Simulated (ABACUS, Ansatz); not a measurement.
# K: equilibrium volume by level of theory

```
CELL_PARAMETERS angstrom
-2.69756 2.69756 2.69756
2.69756 -2.69756 2.69756
2.69756 2.69756 -2.69756
ATOMIC_POSITIONS crystal
K 0.00000 0.00000 0.00000
```

```csv
rung,level,program and potentials,cutoff (eV),k mesh,smearing,task,spin,core time,chip,equilibrium volume (Å³/atom),miss,notes
GGA + dispersion,revPBE+D4,"Ansatz, all-electron LAPW, scalar-relativistic",-,7 × 7 × 7,fermi-dirac 0.05,relaxation of cell and atoms,off,2.2 s,Arm Neoverse V1,75.26,-0.8 %,-
GGA + dispersion,revPBE+D3(BJ),"Ansatz, all-electron LAPW, scalar-relativistic",-,7 × 7 × 7,fermi-dirac 0.05,relaxation of cell and atoms,off,2.3 s,Arm Neoverse V1,(a),?,-
GGA + dispersion,PBE+D4,"Ansatz, JTH PAW",690,7 × 7 × 7,fermi-dirac 0.1,relaxation of cell and atoms,off,8.4 s,Arm Neoverse V2,70.70,-6.8 %,-
GGA,PBEsol,"Ansatz, SSSP precision PAW",816,7 × 7 × 7,cold 0.01,relaxation of cell and atoms,"collinear, ferromagnetic start",8.5 s,AMD EPYC 9B45 Zen 5,70.07,-7.7 %,potentials made for PBE
GGA,PBE,"ABACUS, SPMS ONCV 1.0 PBE, plane waves",1007,6 × 6 × 6,fermi-dirac 0.05,equation of state,off,41 s,AMD EPYC 9R45 Zen 5,74.30,-2.1 %,fit through 4 volumes
GGA,PBEsol,"ABACUS, SPMS ONCV 1.0 PBE, plane waves",1007,6 × 6 × 6,fermi-dirac 0.05,relaxation of cell and atoms,off,90 s,Intel Xeon Platinum 8488C Sapphire Rapids,(b),?,potentials made for PBE
GGA,HCTH407,"ABACUS, PseudoDojo NC SR 0.5 PBE standard, plane waves",1007,6 × 6 × 6,fermi-dirac 0.05,equation of state,off,6 min,Intel Xeon 6975P-C Granite Rapids,81.86,+7.9 %,potentials made for PBE
```

Times are single runs on shared hosts and different chips, so they are rough; meshes, cutoffs and the tasks' sizes weigh on the time. Smearing widths are in eV. For a metal such meshes aren't converged. Meshes differ between rows, which moves values too. Meshes are those of the run's cell of 1 atom unless a note names another. Relaxations start from the cell shown or near it and stop with a little pressure left. The cell shown, of 78.52 Å³ an atom, is the runs' start and not the measured value. Misses use the values as printed. Runs on faulty files, with rough fits or with known faults for this quantity aren't shown. No row holds spin-orbit coupling.

Measured: 75.88 Å³/atom at 293.15 K (a printed reference work). The runs are for a static lattice.

Q: Estimate the values left out from the other rows.

A: (a) 70.95 Å³/atom, miss -6.5 %; (b) 72.70 Å³/atom, miss -4.2 %.
